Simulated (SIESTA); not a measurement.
Runs of SIESTA 5.4.2 on MgS (Niningerite). Symmetry: Fm-3m, No. 225, cubic system. Conventional cell: a = 5.203 Å, b = 5.203 Å, c = 5.203 Å, α = 90.00°, β = 90.00°, γ = 90.00°. S (site symmetry m-3m) has 6 Mg at 2.60 Å as nearest neighbours. Mg (site symmetry m-3m) has 6 S at 2.60 Å as nearest neighbours. 

| task | level | potentials or basis | broadening (eV) | window to (eV) | polarisation | direction | optical mesh offset | gap on the mesh (eV) | pressure (GPa) |
| --- | --- | --- | --- | --- | --- | --- | --- | --- | --- |
| band structure | PBE | PseudoDojo 0.4 standard (PBE files), DZP (energy shift 0.003 Ry; two zetas on semicore shells) | - | - | - | - | - | 2.85 | 3.4 |
| band structure | LDA | PseudoDojo 0.4 standard (LDA files), DZP (energy shift 0.003 Ry; two zetas on semicore shells) | - | - | - | - | - | 2.63 | -0.9 |
| band structure | PBEsol | PseudoDojo 0.4 standard (PBEsol files), DZP (energy shift 0.003 Ry; two zetas on semicore shells) | - | - | - | - | - | 2.78 | (a) |
| optical spectrum | PBE | PseudoDojo 0.4 standard (PBE files), DZP (energy shift 0.003 Ry; two zetas on semicore shells) | 0.3 eV | 30 eV | unpolarized | 0.0 0.0 1.0 | true | 2.85 | 3.4 |

Alike in all rows: no spin polarisation; cell as given; k mesh 9 × 9 × 9; smearing fermi-dirac 0.05 eV; grid cutoff 800 Ry; energy shift 0.003 Ry.

**Question.** Estimate the missing entries.

**Answer.** (a) 1.2.

Caveats: the basis of atomic orbitals isn't converged, which shifts pressures, moduli and gaps; the mesh misses the band edges, which the band path finds closer together (some runs); the basis holds too few empty states to meet the f-sum rule, so the spectrum is short of weight at high energy (some runs); spectra need much finer meshes, so this one isn't converged (some runs); independent-particle spectra lack excitons (some runs); an odd mesh through Γ misses points on the zone boundary, where band edges often lie (some runs).
